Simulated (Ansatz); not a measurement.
## TiAl$_{3}$: opening a crack plane

TiAl$_{3}$, I4/mmm, a = 3.816 Å, c = 8.554 Å. Ansatz: PBEsol, PAW, 420 eV, Γ-centred 12×12×3 mesh on 16 atoms, Gaussian smearing 0.15 eV; no spin polarisation. One cut on (001) per cell of 16 atoms is opened rigidly by x, between planes of Al+Ti and Al that stand 2.14 Å apart; y is the energy per area (14.558 Å², 1 eV/Å² = 16.02 J/m²).

```tsv
x (Å)	y (J/m²)
0.00	0.000
0.25	0.218
0.50	0.704
0.75	1.283
1.00	1.856
1.50	?
2.00	3.414
3.00	3.910
4.50	4.016
6.00	4.022
```

Task: Fit the universal binding curve y = W[1 − (1 + x/l) e^(−x/l)] to the other rows, give the peak stress, and predict the missing value.

Result: Least squares gives W = 4.08 J/m² and l = 0.643 Å. The stress dy/dx peaks at x = l with W/(e l) = 23.3 GPa, for rigid faces. At x = 1.50: x/l = 2.333, y = 2.761 J/m². The run gave 2.803 J/m², so the fit is 0.042 J/m² too low, within the rms miss on the fitted rows (0.047 J/m²).

Cost: 12 runs of about 6.8 core-minutes in all, on AMD EPYC 9R45 (Zen 5) (shared hosts).